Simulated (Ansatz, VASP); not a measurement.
**Ge: VASP beside Ansatz**

```xyz
3
Lattice="4.5212 0.0000 0.0000 -2.2606 3.9154 0.0000 0.0000 0.0000 2.5695" Properties=species:S:1:pos:R:3 pbc="T T T"
Ge    0.0000    0.0000    0.0000
Ge    0.0000    2.6103    1.2847
Ge    2.2606    1.3051    1.2847
```

Alike in both runs: functional PBE; k mesh 8 × 8 × 10; occupations fermi-dirac, width 0.08 eV; no spin polarisation.

Ansatz relaxed the structure, and its values are those at the end. VASP's run is a single point on that final structure, the one shown.

|  | VASP | Ansatz |
| --- | --- | --- |
| version | VASP 6.6.1 | Ansatz 0.2.0 |
| potentials or method | VASP PAW PBE potentials, release 64 (Ge_d) | PAW with Ansatz's default frozen-core files, scalar-relativistic |
| plane-wave cutoff (eV) | 520 | 420 |
| valence electrons in the cell | 42 | 42 |

```csv
,VASP,Ansatz,Ansatz less VASP
pressure (GPa),27.6,27.6,-0.01
```

Caveats: so large a pressure means that the cell lies far from this level's equilibrium, or that cutoff or potentials fall short (VASP).
